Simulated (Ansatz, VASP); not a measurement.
**Fe in VASP and in Ansatz**

The input INCAR:

```
PREC     = Accurate       # precision mode
ENCUT    = 520            # plane-wave cutoff, eV
EDIFF    = 1E-6           # SCF threshold, eV
ISMEAR   = 0              # smearing method
SIGMA    = 0.15           # smearing width, eV
LREAL    = F              # projectors in reciprocal space
LASPH    = T              # aspherical terms in the spheres
NELM     = 150            # most SCF steps
ALGO     = Fast           # electronic algorithm
ISIF     = 2              # what is computed and relaxed
LWAVE    = F              # write WAVECAR
LCHARG   = F              # write CHGCAR
ISPIN    = 2              # spin polarisation
MAGMOM   = 2.44           # initial moments
LORBIT   = 11             # projections on sites
LMAXMIX  = 4              # l up to which the mixer works
GGA      = PE             # functional
NBANDS   = 14             # bands
```

KPOINTS

```
Automatic mesh
0
Gamma
  10 10 10
```

Contents of POSCAR:

```
Fe
1.0
   -1.2600398249      1.4157750842      1.3496583878
    1.2600398249     -1.4157750842      1.3496583878
    1.2600398249      1.4157750842     -1.3496583878
Fe
1
Direct
    0.0000000000      0.0000000000      0.0000000000
```

Input for Ansatz:

```yaml
crystal:
  lattice:
    - [-1.2600398249, 1.4157750842, 1.3496583878]
    - [1.2600398249, -1.4157750842, 1.3496583878]
    - [1.2600398249, 1.4157750842, -1.3496583878]
  atoms:
    - { symbol: Fe, position: [0.0, 0.0, 0.0], spin: 2.44 }
basis:
  ecutwfc: 520.0
kpoints:
  mp_grid: { grid: [10, 10, 10] }
hamiltonian:
  xc: pbe
scf:
  occupations: { method: gaussian, width: 0.15 }
output:
  forces: true
  stress: true
  eigenvalues: true
  populations: true
magnetization:
  spin_polarized: true
```

Change from the starting cell: normal strain along x -0.1100, normal strain along z -0.0467.

Alike in both runs: task single point; functional PBE; k mesh 10 × 10 × 10; occupations gaussian, width 0.15 eV; collinear spin.

```csv
,VASP,Ansatz
version,VASP 6.6.1,Ansatz 0.2.0
potentials or method,"VASP PAW PBE potentials, release 64 (Fe)","scalar-relativistic, plane waves, PAW"
plane-wave cutoff (eV),520,520
valence electrons in the cell,8,16
```

|  | VASP | Ansatz | Ansatz less VASP |
| --- | --- | --- | --- |
| gap on the k mesh at the Fermi level (eV) | none | none | - |
| pressure (GPa) | 45.4 | 46.4 | +0.94 |
| largest component of the traceless stress (GPa) | 12.44 | 12.20 | -0.241 |
| net moment per atom (μB) | 1.82 | 1.81 | -0.016 |
| size of the moment on the site where the two differ most (μB) | 1.79 | 1.82 | +0.027 |

Site moments also hang on the region over which each program counts them. A gap of «none» marks a metal or a gap that the smearing closes. The functional is the same, so the differences come from potentials, cutoffs and numerics. The two sets of potentials don't hold the same shells in valence.

Caveats: so large a pressure means that the cell lies far from this level's equilibrium, or that cutoff or potentials fall short (VASP).
